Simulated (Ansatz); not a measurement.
## How far is PAW off for ZrB$_{2}$?

```yaml
crystal:
  lattice:
    - [3.10170, 0.00000, 0.00000]
    - [-1.55085, 2.68615, 0.00000]
    - [0.00000, 0.00000, 3.52000]
  atoms:
    - { symbol: Zr, position: [0.00000, 0.00000, 0.00000] }
    - { symbol: B, position: [0.33333, 0.66667, 0.50000] }
    - { symbol: B, position: [0.66667, 0.33333, 0.50000] }
```

Atom numbers follow the list: Zr1, B2, B3.

The cell is COD entry 1510856, as deposited and not checked against the literature; nothing was relaxed. The listed cell was then made from it by scaling, straining or moving an atom.

Methods: DFT, PBE, PAW with Ansatz's default frozen-core files, scalar-relativistic (Ansatz 0.2.0); DFT, PBE, all-electron LAPW, scalar-relativistic (Ansatz 0.2.0).

For PAW: a Γ-centred 12×12×9 k mesh, Fermi–Dirac smearing of 0.05 eV, cutoff 420 eV, no spin polarisation. LAPW targets a basis error of 1 meV/atom. The Ansatz runs share mesh, smearing and spin set-up. Plane-wave (PAW) pressures include the program's estimate of the Pulay term.

Stress and pressure are positive in compression.

The change that made this cell: equal xx and yy strain of -2 %.

PAW results:

```json
{"quantity": "pressure (GPa)", "PAW": "13.54"}
{"quantity": "stress xx (GPa)", "PAW": "15.86"}
{"quantity": "stress zz (GPa)", "PAW": "8.90"}
```

(1) What does LAPW (all electrons) give for the same quantities?

Results:

(1) 
```
       quantity   LAPW
 pressure (GPa)  13.58
stress xx (GPa)  15.88
stress zz (GPa)   8.99
```
